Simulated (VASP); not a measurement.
# BeS (F-43m) in VASP: notebook

Aim: see how the results for BeS move with the level of theory and the settings. Levels: PBEsol, r2SCAN. Tasks: single point.

All numbers are computed with VASP 6.6.1; they aren't measurements. Logs are shortened: lines on timing, memory, paths and dates and some standing lists are left out, and cuts for length are marked.

### 1 The structure

The structure is cubic, space group F-43m (No. 216). The conventional cell has a = 4.841 Å, b = 4.841 Å, c = 4.841 Å, α = 90.00°, β = 90.00°, γ = 90.00°. Be (site symmetry -43m) has 4 S at 2.10 Å as nearest neighbours. Around S (site symmetry -43m) lie 4 Be at 2.10 Å.

The cell is a database's computed one.

### 2 Single point, PBEsol

INCAR reads:

```
SYSTEM = BeS
PREC     = Accurate       ! precision mode
ENCUT    = 700            ! plane-wave cutoff, eV
EDIFF    = 1E-6           ! SCF threshold, eV
ISMEAR   = 0              ! smearing method
SIGMA    = 0.02           ! smearing width, eV
LREAL    = .FALSE.        ! projectors in reciprocal space
LASPH    = .TRUE.         ! aspherical terms in the spheres
NELM     = 60             ! most SCF steps
ALGO     = Fast           ! electronic algorithm
ISIF     = 2              ! what is computed and relaxed
LWAVE    = .FALSE.        ! write WAVECAR
LCHARG   = .TRUE.         ! write CHGCAR
GGA      = PS             ! functional
LELF     = .TRUE.         ! ELF
LVHAR    = .TRUE.
```

KPOINTS reads:

```
regular mesh
0
G
  8 8 8
  0 0 0
```

POSCAR reads:

```
BeS
1.0
    0.0000000000      2.4205100000      2.4205100000
    2.4205100000      0.0000000000      2.4205100000
    2.4205100000      2.4205100000      0.0000000000
Be S
1 1
Direct
    0.0000000000      0.0000000000      0.0000000000
    0.2500000000      0.2500000000      0.2500000000
```

Potentials or basis: VASP PAW PBE potentials, release 64 (Be, S).

Run with:

```bash
> cat potpaw_PBE.64/Be/POTCAR potpaw_PBE.64/S/POTCAR > POTCAR
> mpirun -np 1 vasp_std > vasp.out
```

OUTCAR:

```text
SYSTEM = BeS
   PREC = Accurate
   ENCUT = 700
   EDIFF = 1E-6
   ISMEAR = 0
   LREAL = .FALSE.
   LASPH = .TRUE.
   NELM = 60
   ISIF = 2
   GGA = PS

 ion  position               nearest neighbor table
   1  0.000  0.000  0.000-   2 2.10   2 2.10   2 2.10   2 2.10
   2  0.250  0.250  0.250-   1 2.10   1 2.10   1 2.10   1 2.10

  LATTYP: Found a face centered cubic cell.
 ALAT       =     4.8410200000

  Lattice vectors:

 A1 = (   0.0000000000,   2.4205100000,   2.4205100000)
 A2 = (   2.4205100000,   0.0000000000,   2.4205100000)
 A3 = (   2.4205100000,   2.4205100000,   0.0000000000)

Analysis of symmetry for initial positions (statically):
=====================================================================
 Subroutine PRICEL returns:
 Original cell was already a primitive cell.

 Routine SETGRP: Setting up the symmetry group for a
 face centered cubic supercell.

 Subroutine GETGRP returns: Found 24 space group operations
 (whereof 24 operations were pure point group operations)
 out of a pool of 48 trial point group operations.

The static configuration has the point symmetry T_d .

Analysis of symmetry for dynamics (positions and initial velocities):
=====================================================================
 Subroutine PRICEL returns:
 Original cell was already a primitive cell.

 Routine SETGRP: Setting up the symmetry group for a
 face centered cubic supercell.

 Subroutine GETGRP returns: Found 24 space group operations
 (whereof 24 operations were pure point group operations)
 out of a pool of 48 trial point group operations.

The dynamic configuration has the point symmetry T_d .

 Subroutine INISYM returns: Found 24 space group operations
 (whereof 24 operations are pure point group operations),
 and found     1 'primitive' translations

----------------------------------------------------------------------------------------

                                     Primitive cell

  volume of cell :      28.3629

  direct lattice vectors                    reciprocal lattice vectors
     0.000000000  2.420510000  2.420510000    -0.206568037  0.206568037  0.206568037
     2.420510000  0.000000000  2.420510000     0.206568037 -0.206568037  0.206568037
     2.420510000  2.420510000  0.000000000     0.206568037  0.206568037 -0.206568037

  length of vectors
     3.423118070  3.423118070  3.423118070     0.357786336  0.357786336  0.357786336

  position of ions in fractional coordinates (direct lattice)
     0.000000000  0.000000000  0.000000000
     0.250000000  0.250000000  0.250000000

  ion indices of the primitive-cell ions
   primitive index   ion index
                 1           1
                 2           2

----------------------------------------------------------------------------------------

 KPOINTS: regular mesh

Automatic generation of k-mesh.
 Grid dimensions read from file:
 generate k-points for:    8    8    8

 Generating k-lattice:

  Cartesian coordinates                     Fractional coordinates (reciprocal lattice)
    -0.025821005  0.025821005  0.025821005     0.125000000  0.000000000  0.000000000
     0.025821005 -0.025821005  0.025821005     0.000000000  0.125000000  0.000000000
     0.025821005  0.025821005 -0.025821005     0.000000000  0.000000000  0.125000000

  Length of vectors
     0.044723292  0.044723292  0.044723292

  Shift w.r.t. Gamma in fractional coordinates (k-lattice)
     0.000000000  0.000000000  0.000000000

 Subroutine IBZKPT returns following result:
 ===========================================

 Found     29 irreducible k-points:

 Following reciprocal coordinates:
            Coordinates               Weight
  0.000000  0.000000  0.000000      1.000000
  0.125000  0.000000  0.000000      8.000000
  0.250000  0.000000  0.000000      8.000000
  0.375000  0.000000  0.000000      8.000000
  0.500000  0.000000  0.000000      4.000000
  0.125000  0.125000  0.000000      6.000000
[... 16 lines left out ...]
  0.500000  0.250000  0.125000     48.000000
 -0.375000  0.250000  0.125000     24.000000
 [... further k-points ...]
   k-points           NKPTS =     29   k-points in BZ     NKDIM =     29   number of bands    NBANDS=      8
   number of dos      NEDOS =    301   number of ions     NIONS =      2
   total plane-waves  NPLWV =  27000
   dimension x,y,z NGX =    30 NGY =   30 NGZ =   30
   dimension x,y,z NGXF=    60 NGYF=   60 NGZF=   60
   ions per type =               1   1
   NGX,Y,Z   is equivalent  to a cutoff of  14.57, 14.57, 14.57 a.u.
   NGXF,Y,Z  is equivalent  to a cutoff of  29.14, 29.14, 29.14 a.u.
 SYSTEM =  BeS
   PREC   = accura    normal or accurate (medium, high low for compatibility)
   ISTART =      0    job   : 0-new  1-cont  2-samecut
   ICHARG =      2    charge: 1-file 2-atom 10-const
   ISPIN  =      1    spin polarized calculation?
   LNONCOLLINEAR =      F non collinear calculations
   LSORBIT =      F    spin-orbit coupling
   LASPH  =      T    aspherical Exc in radial PAW
   ENCUT  =  700.0 eV  51.45 Ry    7.17 a.u.   7.38  7.38  7.38*2*pi/ulx,y,z
   NELM   =     60;   NELMIN=  2; NELMDL= -5     # of ELM steps
   EDIFF  = 0.1E-05   stopping-criterion for ELM
   LREAL  =      F    real-space projection
[... 7 lines left out ...]
   TEBEG  =    0.0;   TEEND  =   0.0 temperature during run
   PSTRESS=    0.0 pullay stress
   NELECT =       8.0000    total number of electrons
   NUPDOWN=      -1.0000    fix difference up-down
   EMIN   =  10.00;   EMAX   =-10.00  energy-range for DOS
   EFERMI =   0.00;   METHOD = LEGACY
   ISMEAR =     0;   SIGMA  =   0.02  broadening in eV -4-tet -1-fermi 0-gaus
   EFERMI_NEDOS =   21; number of points for ismear=-14 and -15
   IALGO  =     68    algorithm
   IMIX   =      4    mixing-type and parameters
     AMIX     =   0.40;   BMIX     =  1.00
     AMIX_MAG =   1.60;   BMIX_MAG =  1.00
  volume/ion in A,a.u.               =      14.18        95.70
  Fermi-wavevector in a.u.,A,eV,Ry     =   1.073630  2.028866 15.683180  1.152681
  Thomas-Fermi vector in A             =   2.209435
   LORBIT       =      0    0 simple, 1 ext, 2 COOP (PROOUT), +10 PAW based schemes
   GGA     = PS    functional components
   LHFCALC =     F    Hartree Fock is set to
   AEXX    =    0.0000 exact exchange contribution
   IVDW    =     0    specifies the selected vdW correction
   LEPSILON=     F    determine dielectric tensor
   LRPA    =     F    only Hartree local field effects (RPA)
 non-spin polarized calculation
 RMM-DIIS sequential band-by-band and
 Gauss-broadening in eV      SIGMA  =   0.02
  energy-cutoff  :      700.00
  volume of cell :       28.36
 maximum number of plane-waves:      1243
 NGX is ok and might be reduce to    30
   NGX = 15   NGY = 15   NGZ = 15

 number of electron       8.0000001 magnetization

 Free energy of the ion-electron system (eV)
  ---------------------------------------------------
  ext. energy  EPLUGINS =         0.00000000
  ---------------------------------------------------
  free energy    TOTEN  =       -10.56471892 eV

  energy without entropy =      -10.56471892  energy(sigma->0) =      -10.56471892

 E-fermi :   4.3172     XC(G=0):  -9.9237

 val. band max:        4.2017766203   @ k =   0.0000   0.0000   0.0000
 cond. band min:       7.1174300724   @ k =   0.5000   0.5000   0.0000
 fundamental gap:      2.9156534522
 Fermi energy:         4.3172273989

 k-point     1 :       0.0000    0.0000    0.0000
  band No.  band energies     occupation
      1      -9.5535      2.00000
      2       4.2018      2.00000
      3       4.2018      2.00000
      4       4.2018      2.00000
      5       9.8090      0.00000
      6       9.8090      0.00000
      7       9.8090      0.00000
      8       9.9550      0.00000

 k-point     2 :       0.1250    0.0000    0.0000
  band No.  band energies     occupation
      1      -9.3730      2.00000
      2       2.9712      2.00000
      3       3.9979      2.00000
      4       3.9979      2.00000
      5       9.7134      0.00000
      6      10.1705      0.00000
      7      10.1705      0.00000
      8      11.2903      0.00000

 k-point     3 :       0.2500    0.0000    0.0000
  band No.  band energies     occupation
      1      -8.8746      2.00000
      2       0.8304      2.00000
      3       3.5933      2.00000
      4       3.5933      2.00000
      5       9.6687      0.00000
      6      10.7144      0.00000
      7      10.7144      0.00000
      8      13.3930      0.00000

 k-point     4 :       0.3750    0.0000    0.0000
  band No.  band energies     occupation
      1      -8.2377      2.00000
      2      -0.9606      2.00000
      3       3.2687      2.00000
      4       3.2687      2.00000
      5       9.6215      0.00000
      6      10.7652      0.00000
      7      10.7652      0.00000
      8      14.8280      0.00000

 k-point     5 :       0.5000    0.0000    0.0000
  band No.  band energies     occupation
      1      -7.9032      2.00000
      2      -1.6983      2.00000
      3       3.1505      2.00000
      4       3.1505      2.00000
      5       9.5999      0.00000
      6      10.6825      0.00000
      7      10.6825      0.00000
      8      15.2051      0.00000
[... 177 lines left out ...]
 k-point    22 :       0.3750    0.2500    0.1250
  band No.  band energies     occupation
      1      -8.4667      2.00000
      2       0.6000      2.00000
      3       2.0086      2.00000
      4       3.0588      2.00000
      5       9.6272      0.00000
      6      11.4298      0.00000
      7      11.6140      0.00000
      8      12.7287      0.00000

 k-point    23 :       0.5000    0.2500    0.1250
  band No.  band energies     occupation
      1      -7.9053      2.00000
      2      -0.5855      2.00000
      3       1.4675      2.00000
      4       2.5747      2.00000
      5      10.0876      0.00000
      6      10.9358      0.00000
      7      12.6229      0.00000
      8      13.4371      0.00000

 k-point    24 :      -0.3750    0.2500    0.1250
  band No.  band energies     occupation
      1      -7.6213      2.00000
      2      -1.1545      2.00000
      3       1.3740      2.00000
      4       2.3224      2.00000
      5      10.1682      0.00000
      6      10.7172      0.00000
      7      13.3126      0.00000
      8      14.6482      0.00000

 [... further k-points ...]
[... 5 lines left out ...]
  --------------------------------------------------------------------------------------
  -------------------------------------------------------------------------------------
  Total        0.0009838      0.0009838      0.0009838      0.0000000      0.0000000      0.0000000
  in kB        0.0555733      0.0555733      0.0555733      0.0000000      0.0000000      0.0000000
  external PRESSURE =       0.0555733 kB  Pullay stress =       0.0000000 kB

 VOLUME and BASIS-vectors are now :
 -----------------------------------------------------------------------------
  energy-cutoff  :      700.00
  volume of cell :       28.36
      direct lattice vectors                 reciprocal lattice vectors
     0.000000000  2.420510000  2.420510000    -0.206568037  0.206568037  0.206568037
     2.420510000  0.000000000  2.420510000     0.206568037 -0.206568037  0.206568037
     2.420510000  2.420510000  0.000000000     0.206568037  0.206568037 -0.206568037

 POSITION                                       TOTAL-FORCE (eV/Angst)
 -----------------------------------------------------------------------------------
      0.00000      0.00000      0.00000         0.000000     -0.000000     -0.000000
      1.21026      1.21026      1.21026        -0.000000      0.000000      0.000000
 -----------------------------------------------------------------------------------
    total drift:                                0.000000      0.000000      0.000000

  FREE ENERGIE OF THE ION-ELECTRON SYSTEM (eV)
  ---------------------------------------------------
  free  energy   TOTEN  =       -10.5647189183 eV

  energy  without entropy=      -10.5647189183  energy(sigma->0) =      -10.56471892
```

Wall time 10 s (1 thread of Intel Xeon Platinum 8559C (Emerald Rapids), shared host); peak memory 0.15 GiB.

Results:

```
Free energy            : -10.5647 eV
Pressure               : 0.0 GPa
Band gap on the k mesh : 2.92 eV, indirect (least direct gap 5.61 eV)
```

Caveat: the PAW data sets were made with another functional, which shifts forces and pressure a little.

### 3 Single point, PBEsol

Edit INCAR of step 2 so:

```diff
@@ -2,3 +2,3 @@
 PREC     = Accurate       ! precision mode
-ENCUT    = 700            ! plane-wave cutoff, eV
+ENCUT    = 520            ! plane-wave cutoff, eV
 EDIFF    = 1E-6           ! SCF threshold, eV
```

KPOINTS reads:

```
regular mesh
0
G
  12 12 12
  0 0 0
```

POSCAR is that of step 2.

Potentials or basis: VASP PAW PBE potentials, release 64 (Be, S).

Run with:

```bash
> cat potpaw_PBE.64/Be/POTCAR potpaw_PBE.64/S/POTCAR > POTCAR
> mpirun -np 1 vasp_std > vasp.out
```

OUTCAR:

```text
SYSTEM = BeS
   PREC = Accurate
   ENCUT = 520
   EDIFF = 1E-6
   ISMEAR = 0
   LREAL = .FALSE.
   LASPH = .TRUE.
   NELM = 60
   ISIF = 2
   GGA = PS

 ion  position               nearest neighbor table
   1  0.000  0.000  0.000-   2 2.10   2 2.10   2 2.10   2 2.10
   2  0.250  0.250  0.250-   1 2.10   1 2.10   1 2.10   1 2.10

  LATTYP: Found a face centered cubic cell.
 ALAT       =     4.8410200000

  Lattice vectors:

 A1 = (   0.0000000000,   2.4205100000,   2.4205100000)
 A2 = (   2.4205100000,   0.0000000000,   2.4205100000)
 A3 = (   2.4205100000,   2.4205100000,   0.0000000000)

Analysis of symmetry for initial positions (statically):
=====================================================================
 Subroutine PRICEL returns:
 Original cell was already a primitive cell.

 Routine SETGRP: Setting up the symmetry group for a
 face centered cubic supercell.

 Subroutine GETGRP returns: Found 24 space group operations
 (whereof 24 operations were pure point group operations)
 out of a pool of 48 trial point group operations.

The static configuration has the point symmetry T_d .

Analysis of symmetry for dynamics (positions and initial velocities):
[... 165 lines left out ...]
 cond. band min:       7.1175976278   @ k =   0.5000   0.5000   0.0000
 fundamental gap:      2.9156961240
 Fermi energy:         4.3174164786

 k-point     1 :       0.0000    0.0000    0.0000
  band No.  band energies     occupation
      1      -9.5535      2.00000
      2       4.2019      2.00000
      3       4.2019      2.00000
      4       4.2019      2.00000
      5       9.8095      0.00000
      6       9.8095      0.00000
      7       9.8095      0.00000
      8       9.9550      0.00000
[... 243 lines left out ...]
 k-point    24 :      -0.4167    0.1667    0.0000
  band No.  band energies     occupation
      1      -7.7443      2.00000
      2      -1.3355      2.00000
      3       1.8021      2.00000
      4       2.8031      2.00000
      5       9.6952      0.00000
      6      11.4902      0.00000
      7      11.7672      0.00000
      8      15.0577      0.00000

 [... further k-points ...]
[... 5 lines left out ...]
  --------------------------------------------------------------------------------------
  -------------------------------------------------------------------------------------
  Total       -0.0045257     -0.0045257     -0.0045257     -0.0000000      0.0000000      0.0000000
  in kB       -0.2556496     -0.2556496     -0.2556496     -0.0000000      0.0000000      0.0000000
  external PRESSURE =      -0.2556496 kB  Pullay stress =       0.0000000 kB

 VOLUME and BASIS-vectors are now :
 -----------------------------------------------------------------------------
  energy-cutoff  :      520.00
  volume of cell :       28.36
      direct lattice vectors                 reciprocal lattice vectors
     0.000000000  2.420510000  2.420510000    -0.206568037  0.206568037  0.206568037
     2.420510000  0.000000000  2.420510000     0.206568037 -0.206568037  0.206568037
     2.420510000  2.420510000  0.000000000     0.206568037  0.206568037 -0.206568037

 POSITION                                       TOTAL-FORCE (eV/Angst)
 -----------------------------------------------------------------------------------
      0.00000      0.00000      0.00000        -0.000000      0.000000      0.000000
      1.21026      1.21026      1.21026         0.000000     -0.000000     -0.000000
 -----------------------------------------------------------------------------------
    total drift:                               -0.000000     -0.000000      0.000000

  FREE ENERGIE OF THE ION-ELECTRON SYSTEM (eV)
  ---------------------------------------------------
  free  energy   TOTEN  =       -10.5643797632 eV

  energy  without entropy=      -10.5643797632  energy(sigma->0) =      -10.56437976
```

OSZICAR:

```text
N       E                     dE             d eps       ncg     rms          rms(c)
DAV:   1     0.204003096648E+02    0.20400E+02   -0.39870E+03  1152   0.852E+02
DAV:   2    -0.100452106120E+02   -0.30446E+02   -0.29478E+02  1704   0.125E+02
DAV:   3    -0.107502032925E+02   -0.70499E+00   -0.70499E+00  1432   0.247E+01
DAV:   4    -0.107530085351E+02   -0.28052E-02   -0.28052E-02  1856   0.166E+00
DAV:   5    -0.107530115494E+02   -0.30143E-05   -0.30143E-05  1512   0.432E-02    0.538E+00
RMM:   6    -0.106123090525E+02    0.14070E+00   -0.82131E-02  1158   0.194E+00    0.355E+00
RMM:   7    -0.105643888831E+02    0.47920E-01   -0.12770E-01  1222   0.254E+00    0.752E-01
RMM:   8    -0.105641752143E+02    0.21367E-03   -0.88799E-03  1269   0.862E-01    0.994E-02
RMM:   9    -0.105643553217E+02   -0.18011E-03   -0.14077E-03  1439   0.348E-01    0.544E-02
RMM:  10    -0.105643806981E+02   -0.25376E-04   -0.21001E-04  1359   0.150E-01    0.200E-02
RMM:  11    -0.105643780615E+02    0.26366E-05   -0.58450E-05  1513   0.763E-02    0.238E-02
RMM:  12    -0.105643798104E+02   -0.17489E-05   -0.12656E-05  1458   0.377E-02    0.528E-03
RMM:  13    -0.105643797632E+02    0.47253E-07   -0.27203E-06  1029   0.174E-02
   1 F= -.10564380E+02 E0= -.10564380E+02  d E =-.637169E-19
```

Wall time 14 s (1 thread of Intel Xeon Platinum 8559C (Emerald Rapids), shared host); peak memory 0.15 GiB.

Results:

```yaml
Free_energy: -10.5644 eV
Pressure: 0.0 GPa
Band_gap_on_the_k_mesh: 2.92 eV, indirect (least direct gap 5.61 eV)
```

Caveat: the PAW data sets were made with another functional, which shifts forces and pressure a little. PBEsol gaps usually lie below the measured ones, often by a third to a half.

[end of part 1 of 2]
